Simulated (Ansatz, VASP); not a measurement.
One calculation of GaN, two programs

INCAR

```
PREC     = Accurate       # precision mode
ENCUT    = 520            # plane-wave cutoff, eV
EDIFF    = 1E-6           # SCF threshold, eV
ISMEAR   = 0              # smearing method
SIGMA    = 0.01           # smearing width, eV
LREAL    = False          # projectors in reciprocal space
LASPH    = True           # aspherical terms in the spheres
NELM     = 100            # most SCF steps
ALGO     = Normal         # electronic algorithm
ISIF     = 2              # what is computed and relaxed
LWAVE    = False          # write WAVECAR
LCHARG   = True           # write CHGCAR
GGA      = CA             # functional
LELF     = True           # ELF
LVHAR    = True         
NBANDS   = 16             # bands
```

KPOINTS

```
Automatic mesh
0
Gamma
  8 8 8
```

Contents of POSCAR:

```
GaN
1.0
    0.0000000000      2.2127036768      2.2127036768
    2.2127036768      0.0000000000      2.2127036768
    2.2127036768      2.2127036768      0.0000000000
Ga N
1 1
Direct
    0.0000000000      0.0000000000      0.0000000000
    0.7500000000      0.7500000000      0.7500000000
```

Input for Ansatz:

```yaml
crystal:
  lattice:
    - [0.0, 2.212703676821905, 2.212703676821905]
    - [2.212703676821905, 0.0, 2.212703676821905]
    - [2.212703676821905, 2.212703676821905, 0.0]
  atoms:
    - { symbol: Ga, position: [0.0, 0.0, 0.0] }
    - { symbol: "N", position: [0.75, 0.75, 0.75] }
basis:
  ecutwfc: 510.0
kpoints:
  mp_grid:
    grid: [8, 8, 8]
hamiltonian:
  xc: lda
scf:
  occupations:
    method: fixed
output:
  stress: true
```

The cell is a database's computed one.

Alike in both runs: task single point; functional LDA; k mesh 8 × 8 × 8; no spin polarisation.

|  | VASP | Ansatz |
| --- | --- | --- |
| version | VASP 6.6.1 | Ansatz 0.2.0 |
| potentials or method | VASP PAW LDA potentials, release 64 (Ga_d, N) | plane waves, PAW |
| plane-wave cutoff (eV) | 520 | 510 |
| occupations | gaussian, width 0.01 eV | fixed |
| valence electrons in the cell | 18 | 18 |

```csv
,VASP,Ansatz,Ansatz less VASP
pressure (GPa),5.5,4.3,-1.23
```
